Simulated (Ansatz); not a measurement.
# GaN (wurtzite): the cost of one run

Computed with Ansatz 0.2.0 (DFT r2SCAN, scalar-relativistic, plane waves, PAW, unless a step's input says otherwise).

### Step 1. Starting point

Symmetry: P6_3mc, No. 186, hexagonal system. Conventional cell: a = 3.189 Å, b = 3.189 Å, c = 5.185 Å, α = 90.00°, β = 90.00°, γ = 120.00°. Ga (site symmetry 3m) is surrounded by 4 N at 1.95 Å. N (site symmetry 3m) has 4 Ga at 1.95 Å as nearest neighbours.

Structure file:

```
Ga N
1.0
     3.18900    0.00000    0.00000
    -1.59450    2.76176    0.00000
     0.00000    0.00000    5.18500
Ga N
2 2
Direct
  0.33333 0.66667 0.00000
  0.66667 0.33333 0.50000
  0.33333 0.66667 0.37700
  0.66667 0.33333 0.87700
```

### Step 2. Relaxing cell and atoms: GaN (wurtzite), no spin

The input, input.yaml:

```yaml
crystal:
  lattice:
    - [3.189, 0.0, 0.0]
    - [-1.5945, 2.7617550127, 0.0]
    - [0.0, 0.0, 5.185]
  atoms:
    - { symbol: Ga, position: [0.3333333333, 0.6666666667, 0.0] }
    - { symbol: Ga, position: [0.6666666667, 0.3333333333, 0.5] }
    - { symbol: "N", position: [0.3333333333, 0.6666666667, 0.377] }
    - { symbol: "N", position: [0.6666666667, 0.3333333333, 0.877] }
scf:
  occupations: { method: fixed }
output:
  forces: true
  stress: true
  eigenvalues: true
hamiltonian:
  xc: r2scan
kpoints:
  mp_grid: { grid: [8, 8, 5] }
relax:
  f_tol: 0.003
  max_steps: 40
  cell: { stress_tol: 0.02 }
```

Run with:

```sh
$ ansatz run input.yaml --threads 8 --pin off --max-ram 24576MiB --backend cpu --events-out ev --progress --plain --runs-dir out
```

What time and memory should one allow on 8 threads of Intel Xeon Platinum 8259CL at 2.50GHz (Skylake/Cascade Lake), shared host?

About 5.9 s, with a peak of 0.6 GiB.
